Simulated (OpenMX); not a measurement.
## Te2Pt (Moncheite) under changes of volume

One of the cells (24.143 Å³/atom); the others are scaled copies at fixed shape and fractional positions:

```xyz
3
Lattice="4.0100 0.0000 0.0000 -2.0050 3.4728 0.0000 0.0000 0.0000 5.2010" Properties=species:S:1:pos:R:3 pbc="T T T"
Pt    0.0000    0.0000    0.0000
Te    2.0050    1.1576    3.9007
Te    0.0000    2.3152    1.3002
```

```yaml
Program: OpenMX 3.8.5
Functional: PBE
Potentials_or_basis: OpenMX 2013 PBE set, Pt7.0-s3p2d2, Te7.0-s3p2d2, fixed grid of 48 × 48 × 70 points
k_mesh: 9 × 9 × 5
Occupations: fermi-dirac, width 0.05 eV
Spin: no spin polarisation
```

```csv
volume (Å³/atom),energy over the lowest point (meV/atom),largest force (eV/Å)
22.694,?,?
23.177,181.48,2.422
23.660,126.44,2.078
24.143,81.83,1.762
24.626,46.49,1.473
25.108,19.48,1.208
25.591,0.00,0.964
```

Task: What does the run at 22.694 Å³/atom give?

Result: Energy over the lowest point 248.17 meV/atom; largest force 2.796 eV/Å.

Worked out: A Birch-Murnaghan fit of order 3 (a polynomial in V^(-2/3)) to the other rows has no minimum within the range. It gives 248.05 meV/atom at 22.694 Å³/atom, against the run's 248.17.

Energies are extrapolated to zero smearing.

Caveats: the basis has few d functions beyond the semicore shells, which can make volumes several per cent too large; the basis of atomic orbitals isn't converged, which shifts pressures, moduli and gaps; forces of over 1 eV/Å show positions far from the minimum, so gaps and moduli don't describe the material at rest (some runs).
